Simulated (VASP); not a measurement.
AgCl, 2 atoms in the cell. It takes space group P4mm (No. 99, tetragonal). The conventional cell has a = 3.434 Å, b = 3.434 Å, c = 3.434 Å, α = 90.00°, β = 90.00°, γ = 90.00°. Ag (site symmetry 4mm) is surrounded by 8 Cl at 2.94 to 3.01 Å. Cl (site symmetry 4mm) has 8 Ag at 2.94 to 3.01 Å as nearest neighbours. Measurements of this composition are mostly on another form, of space group No. 225. The cell isn't the ideal one: all Cl atoms moved +0.062 Å, as atom 2 towards its neighbour atom 2 (Cl) at 3.434 Å.

- Program: VASP 6.6.1
- Task: single point
- Functional: LDA
- Potentials or basis: VASP PAW LDA potentials, release 64 (Ag, Cl)
- Cutoff: 520 eV
- k mesh: 10 × 10 × 10
- Occupations: gaussian, width 0.03 eV
- Spin: no spin polarisation
- Dipole correction: no
- Further INCAR settings: ALGO = Normal; EDIFF = 1e-06; NBANDS = 16

Potentials or basis: VASP PAW LDA potentials, release 64 (Ag, Cl).

Launch:

```sh
$ cat potpaw_LDA.64/Ag/POTCAR potpaw_LDA.64/Cl/POTCAR > POTCAR
$ mpirun -np 1 vasp_std > vasp.out
```

Hardware: 1 thread of Intel(R) Xeon(R) 6975P-C (Granite Rapids), on a shared host.

Q: How long does it take, and how much memory?

A: Wall time 26 s on 1 thread of Intel(R) Xeon(R) 6975P-C (Granite Rapids), on a shared host, peak memory 0.19 GiB. Counts: scf iterations 11, k points 126.
